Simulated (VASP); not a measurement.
# LiH in VASP: one cell, several levels of theory

Aim: gap, levels, forces and stress of rocksalt LiH, strained and with displaced atoms at fixed geometry. Runs: PBE, r2SCAN. The results are then set beside those of Ansatz 0.2.0 for the same cell.

Code: VASP 6.6.1. PAW datasets, plane waves. The values are computed, spin-unpolarised, and not measurements.

## 1. Starting point

The symmetry is P1 (No. 1, triclinic); conventional cell a = 2.772 Å, b = 2.774 Å, c = 2.788 Å, α = 119.2°, β = 91.1°, γ = 119.3°, 7.67 Å³ an atom. Around Li lie 6 H at 1.93–2.03 Å; around H lie 6 Li at 1.93–2.03 Å.

Structure file:

```
CELL_PARAMETERS angstrom
0.00030 1.98140 1.94130
1.99050 -0.01030 1.95190
1.97970 1.98120 0.00050
ATOMIC_POSITIONS crystal
Li 0.97630 0.01620 0.00190
H 0.50170 0.50000 0.49420
```

## 2. Single point with PBE

The input, INCAR:

```
ENCUT = 520.000000
SIGMA = 0.020000
EDIFF = 1.00e-07
GGA = PE
PREC = Accurate
IBRION = -1
ISIF = 2
ISMEAR = -1
NBANDS = 9
NELM = 120
NSW = 0
LASPH = .TRUE.
LCHARG = .FALSE.
LWAVE = .FALSE.
LREAL = .FALSE.
```

The input, KPOINTS:

```
KPOINTS created by Atomic Simulation Environment
0
Gamma
10 10 10
0 0 0
```

The input, POSCAR:

```
Li H
 1.0000000000000000
     0.0003000000000000    1.9814000000000001    1.9413000000000000
     1.9904999999999999   -0.0103000000000000    1.9519000000000000
     1.9797000000000000    1.9812000000000001    0.0005000000000000
 Li  H
   1   1
Cartesian
  0.0363004200000000  1.9380382399999998  1.9269129199999999
  1.9737682500000000  1.9680274200000001  1.9501473100000000
```

Potentials: the recommended PBE PAW datasets, 4 valence electrons in the neutral cell.

Command:

```sh
mpirun -np 1 vasp_std
```

Printed to the terminal (iteration lines stand in OSZICAR):

```text
POSCAR found type information on POSCAR LiH
 POSCAR found :  2 types and       2 ions
 LDA part: xc-table for (Slater+PW92), standard interpolation
 POSCAR, INCAR and KPOINTS ok, starting setup
 FFT: planning ... GRIDC
 FFT: planning ... GRID_SOFT
 FFT: planning ... GRID
 WAVECAR not read
 entering main loop
```

OSZICAR:

```text
N       E                     dE             d eps       ncg     rms          rms(c)
DAV:   1    -0.134225784491E+01   -0.13423E+01   -0.14852E+03  9240   0.411E+02
DAV:   2    -0.629082620960E+01   -0.49486E+01   -0.48883E+01 12736   0.564E+01
DAV:   3    -0.636551538674E+01   -0.74689E-01   -0.74654E-01 11011   0.579E+00
DAV:   4    -0.636590293818E+01   -0.38755E-03   -0.38750E-03 12492   0.353E-01
DAV:   5    -0.636590476941E+01   -0.18312E-05   -0.18312E-05 11108   0.161E-02    0.291E+00
DAV:   6    -0.618081980518E+01    0.18508E+00   -0.14588E-01 10070   0.120E+00    0.147E+00
DAV:   7    -0.611774770924E+01    0.63072E-01   -0.19312E-01 10602   0.156E+00    0.223E-01
DAV:   8    -0.611947065398E+01   -0.17229E-02   -0.41333E-03 10796   0.422E-01    0.443E-02
DAV:   9    -0.611943107700E+01    0.39577E-04   -0.15828E-04 12143   0.508E-02    0.590E-03
DAV:  10    -0.611943092224E+01    0.15476E-06   -0.59379E-06 10662   0.177E-02    0.231E-03
DAV:  11    -0.611943087806E+01    0.44180E-07   -0.18347E-07 13153   0.183E-03
   1 F= -.61194309E+01 E0= -.61194309E+01  d E =-.605774E-14
```

From OUTCAR:

```text
k-points           NKPTS =    504   k-points in BZ     NKDIM =    504   number of bands    NBANDS=      9

   NELECT =       4.0000    total number of electrons

   dimension x,y,z NGX =    24 NGY =   24 NGZ =   24
   dimension x,y,z NGXF=    48 NGYF=   48 NGZF=   48

  energy-cutoff  :      520.00
  volume of cell :       15.35
      direct lattice vectors                 reciprocal lattice vectors
     0.000300000  1.981400000  1.941300000    -0.251951915  0.251695980  0.258262593
     1.990500000 -0.010300000  1.951900000     0.250518783 -0.250393599  0.255527080
     1.979700000  1.981200000  0.000500000     0.253279764  0.251721448 -0.256960212

 k-points in reciprocal lattice and weights: KPOINTS created by Atomic Simulation Env
   0.00000000  0.00000000  0.00000000       0.001
   0.10000000  0.00000000  0.00000000       0.002
   0.20000000  0.00000000  0.00000000       0.002
   0.30000000  0.00000000  0.00000000       0.002
   0.40000000  0.00000000  0.00000000       0.002
   0.50000000  0.00000000  0.00000000       0.001
   0.00000000  0.10000000 -0.00000000       0.002
   0.10000000  0.10000000 -0.00000000       0.002
[... 496 more k-points ...]

 E-fermi :   0.9394

 k-point     1 :       0.0000    0.0000    0.0000
  band No.  band energies     occupation
      1     -43.9277      2.00000
      2      -5.2940      2.00000
      3      16.9247      0.00000
      4      18.5244      0.00000
      5      18.8418      0.00000
      6      18.8927      0.00000
      7      23.3073      0.00000
      8      23.5758      0.00000
      9      23.6517      0.00000

 k-point     2 :       0.1000    0.0000    0.0000
  band No.  band energies     occupation
      1     -43.9223      2.00000
      2      -5.1134      2.00000
      3      15.4075      0.00000
      4      17.7859      0.00000
      5      18.1855      0.00000
      6      18.3862      0.00000
      7      22.9323      0.00000
      8      24.2377      0.00000
      9      24.4747      0.00000

 k-point     3 :       0.2000    0.0000    0.0000
  band No.  band energies     occupation
      1     -43.9083      2.00000
      2      -4.5848      2.00000
      3      12.0340      0.00000
      4      16.4461      0.00000
      5      17.5891      0.00000
      6      17.6449      0.00000
      7      23.7609      0.00000
      8      23.8668      0.00000
      9      24.5212      0.00000

 k-point     4 :       0.3000    0.0000    0.0000
  band No.  band energies     occupation
      1     -43.8910      2.00000
      2      -3.7698      2.00000
      3       8.7739      0.00000
      4      15.3439      0.00000
      5      17.1684      0.00000
      6      17.2707      0.00000
      7      21.7585      0.00000
      8      22.2915      0.00000
      9      25.4456      0.00000

 k-point     5 :       0.4000    0.0000    0.0000
  band No.  band energies     occupation
      1     -43.8769      2.00000
      2      -2.8722      2.00000
      3       6.3345      0.00000
      4      14.6252      0.00000
      5      17.0367      0.00000
      6      17.2931      0.00000
      7      20.2639      0.00000
      8      20.6635      0.00000
      9      27.3624      0.00000

 k-point     6 :       0.5000    0.0000    0.0000
  band No.  band energies     occupation
      1     -43.8715      2.00000
      2      -2.4213      2.00000
      3       5.3617      0.00000
      4      14.3773      0.00000
      5      17.0633      0.00000
      6      17.4072      0.00000
      7      19.6888      0.00000
      8      20.0053      0.00000
      9      28.4940      0.00000

 k-point     7 :       0.0000    0.1000   -0.0000
  band No.  band energies     occupation
      1     -43.9225      2.00000
      2      -5.1175      2.00000
      3      15.2495      0.00000
      4      17.6610      0.00000
      5      18.4037      0.00000
      6      18.4949      0.00000
      7      22.9664      0.00000
      8      24.4463      0.00000
      9      24.4737      0.00000

 k-point     8 :       0.1000    0.1000   -0.0000
  band No.  band energies     occupation
      1     -43.9203      2.00000
      2      -5.0484      2.00000
      3      15.5623      0.00000
      4      16.9955      0.00000
      5      17.0543      0.00000
      6      19.6488      0.00000
      7      20.6833      0.00000
      8      25.7947      0.00000
      9      25.9944      0.00000

 k-point     9 :       0.2000    0.1000    0.0000
  band No.  band energies     occupation
      1     -43.9090      2.00000
      2      -4.6204      2.00000
      3      13.1264      0.00000
      4      15.7151      0.00000
      5      15.9516      0.00000
      6      19.4103      0.00000
      7      20.7415      0.00000
      8      24.6030      0.00000
      9      26.9140      0.00000

 k-point    10 :       0.3000    0.1000   -0.0000
  band No.  band energies     occupation
      1     -43.8927      2.00000
      2      -3.8726      2.00000
      3       9.7943      0.00000
      4      14.4959      0.00000
      5      15.2992      0.00000
      6      18.5834      0.00000
      7      22.3246      0.00000
      8      23.4300      0.00000
      9      24.8943      0.00000

 k-point    11 :       0.4000    0.1000    0.0000
  band No.  band energies     occupation
      1     -43.8777      2.00000
      2      -2.9454      2.00000
      3       7.0347      0.00000
      4      13.5317      0.00000
      5      15.1650      0.00000
      6      17.6227      0.00000
      7      22.2580      0.00000
      8      23.0530      0.00000
      9      25.4010      0.00000

 k-point    12 :       0.5000    0.1000    0.0000
  band No.  band energies     occupation
      1     -43.8697      2.00000
      2      -2.2597      2.00000
      3       5.5024      0.00000
      4      12.9462      0.00000
      5      15.5533      0.00000
      6      16.8170      0.00000
      7      21.7397      0.00000
      8      22.5094      0.00000
      9      27.9129      0.00000

 k-point    13 :      -0.4000    0.1000   -0.0000
  band No.  band energies     occupation
      1     -43.8719      2.00000
      2      -2.4430      2.00000
      3       5.8783      0.00000
      4      12.7707      0.00000
      5      16.3999      0.00000
      6      16.4341      0.00000
      7      21.0269      0.00000
      8      23.4005      0.00000
      9      27.9864      0.00000

[... the tables of k-points 14 to 504 left out ...]

  Total        0.1175205      0.1016503      0.2564275      0.0273194      0.0247915     -0.0268890
  in kB       12.2674851     10.6108544     26.7674160      2.8517639      2.5878807     -2.8068322
  external PRESSURE =      16.5485852 kB  Pullay stress =       0.0000000 kB

 POSITION                                       TOTAL-FORCE (eV/Angst)
 -----------------------------------------------------------------------------------
      0.03630      1.93804      1.92691        -0.055063      0.039809      0.028073
      1.97377      1.96803      1.95015         0.055063     -0.039809     -0.028073
 -----------------------------------------------------------------------------------
    total drift:                                0.000002      0.000074     -0.000078

  FREE ENERGIE OF THE ION-ELECTRON SYSTEM (eV)
  ---------------------------------------------------
  free  energy   TOTEN  =        -6.1194308781 eV

  energy  without entropy=       -6.1194308781  energy(sigma->0) =       -6.11943088
```

Hardware: 1 MPI rank of Intel Xeon 6975P-C, shared host.

PBE gives an indirect gap of 2.76 eV, from (0.50, 0.50, 0.00) to (0.50, 0.00, 0.50) among the points of the k mesh; the least direct gap is 2.92 eV. The pressure is 1.65 GPa, and the largest force is 0.074 eV/Å, on atom 1 (Li).

[end of part 1 of 2]
